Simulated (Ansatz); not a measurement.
# MnS: the cost of one run

Method: DFT PBE without U, plane waves, PAW, in Ansatz 0.2.0.

**1. The system as given**

Symmetry: F-43m, No. 216, cubic system. Conventional cell: a = 5.600 Å, b = 5.600 Å, c = 5.600 Å, α = 90.00°, β = 90.00°, γ = 90.00°. Around Mn (site symmetry -43m) lie 4 S at 2.42 Å. S (site symmetry -43m) has 4 Mn at 2.42 Å as nearest neighbours.

As a file:

```cif
data_structure
_symmetry_space_group_name_H-M 'P 1'
_symmetry_Int_Tables_number 1
_cell_length_a 3.9598
_cell_length_b 3.9598
_cell_length_c 3.9598
_cell_angle_alpha 60.000
_cell_angle_beta 60.000
_cell_angle_gamma 60.000
_cell_volume 43.90
loop_
_atom_site_label
_atom_site_type_symbol
_atom_site_fract_x
_atom_site_fract_y
_atom_site_fract_z
_atom_site_occupancy
Mn1 Mn 0.00000 0.00000 0.00000 1
S1 S 0.75000 0.75000 0.75000 1
```

Magnetic order typed: ferromagnetic.

An earlier series on this cell reached its lowest free state from «natural orbitals of the symmetric run, filled by rank», perhaps among other starts.

**2. Random orbitals: single harmonics, second filling**

File input.yaml:

```yaml
crystal:
  lattice:
    - [0.0, 2.8, 2.8]
    - [2.8, 0.0, 2.8]
    - [2.8, 2.8, 0.0]
  atoms:
    - { symbol: Mn, position: [0.0, 0.0, 0.0], spin: 3.0 }
    - { symbol: S, position: [0.75, 0.75, 0.75] }
basis:
  ecutwfc: 420
  ecutrho_ratio: 4
kpoints:
  mp_grid: { grid: [6, 6, 6] }
hamiltonian:
  xc: pbe
  hubbard:
    sites:
      - { site: 0, l: d, u_eff: 0.0, starting_ns: [{ spin: up, occupation_matrix: s0up }, { spin: down, occupation_matrix: s0down }] }
    occupation_matrices:
      s0up:
        matrix:
          - [0.02, 0.0, 0.0, 0.0, 0.0]
          - [0.0, 0.97, 0.0, 0.0, 0.0]
          - [0.0, 0.0, 0.97, 0.0, 0.0]
          - [0.0, 0.0, 0.0, 0.97, 0.0]
          - [0.0, 0.0, 0.0, 0.0, 0.97]
      s0down:
        matrix:
          - [0.02, 0.0, 0.0, 0.0, 0.0]
          - [0.0, 0.02, 0.0, 0.0, 0.0]
          - [0.0, 0.0, 0.02, 0.0, 0.0]
          - [0.0, 0.0, 0.0, 0.02, 0.0]
          - [0.0, 0.0, 0.0, 0.0, 0.97]
    ns_hold: until_converged
scf:
  occupations: { method: gaussian, width: 0.05 }
  lower_state_search: "off"
  max_iter: 150
output:
  forces: true
  stress: true
  eigenvalues: true
  populations: true
  hubbard: { sites: [{ site: 0, l: d }] }
magnetization:
  spin_polarized: true
```

The typed matrices put 0.97 on the chosen orbitals and 0.02 on the others, and are held until the SCF converges, then released.

Launch:

```sh
> ansatz run input.yaml --threads 2 --pin off --max-ram 3072MiB --backend cpu --events-out ev --progress --plain --runs-dir out
```

**Question.** How long does this run take on 2 threads of Arm Neoverse V1, shared host, and how much memory does it need?

About 13 s, with a peak of 0.34 GiB.
